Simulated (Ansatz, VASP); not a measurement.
This is a calculation of Mg for VASP 6.6.1.

File INCAR:

```
SYSTEM = Mg
ALGO = Fast ; EDIFF = 1E-6
ENCUT = 520 ; GGA = PE
ISIF = 2 ; ISMEAR = -1
LASPH = .True. ; LCHARG = .False.
LREAL = .False. ; LWAVE = .False.
NBANDS = 7 ; NELM = 80
PREC = Accurate ; SIGMA = 0.05
```

Contents of KPOINTS:

```
k-points
0
Gamma
  11 11 11
  0 0 0
```

POSCAR

```
Mg
1.0
   -1.8075334120      1.8075334120      1.8075334120
    1.8075334120     -1.8075334120      1.8075334120
    1.8075334120      1.8075334120     -1.8075334120
Mg
1
Direct
    0.0000000000      0.0000000000      0.0000000000
```

Potentials or basis: VASP PAW PBE potentials, release 64 (Mg).

Launch:

```sh
$ cat potpaw_PBE.64/Mg/POTCAR > POTCAR
$ mpirun -np 1 vasp_std > vasp.out
```

Q: Translate it to Ansatz 0.2.0. Potentials there: all-electron LAPW, scalar-relativistic.

A: As run (the cutoff follows the program's own potentials):

File input.yaml:

```yaml
crystal:
  lattice:
    - [-1.807533412, 1.807533412, 1.807533412]
    - [1.807533412, -1.807533412, 1.807533412]
    - [1.807533412, 1.807533412, -1.807533412]
  atoms:
    - { symbol: Mg, position: [0.0, 0.0, 0.0] }
kpoints:
  mp_grid: { grid: [11, 11, 11] }
scf:
  occupations: { method: fermi_dirac, width: 0.05 }
hamiltonian:
  xc: pbe
  pseudopotentials: { kind: all_electron, lapw: { basis_error: 0.0005 } }
output:
  forces: true
  stress: true
  eigenvalues: true
```

Potentials or basis: all-electron LAPW, scalar-relativistic.

Command:

```console
$ ansatz run input.yaml --threads 1 --pin off --max-ram 2560MiB --backend cpu --events-out ev --progress --plain --runs-dir out
```

Both were run:

|  | VASP | Ansatz | Ansatz less VASP |
| --- | --- | --- | --- |
| gap on the k mesh at the Fermi level (eV) | none | none | - |
| pressure (GPa) | -1.3 | -1.1 | +0.11 |

A gap of «none» marks a metal or a gap that the smearing closes. Ansatz ran all-electron here, so the differences hold the error of VASP's frozen core and of both bases.
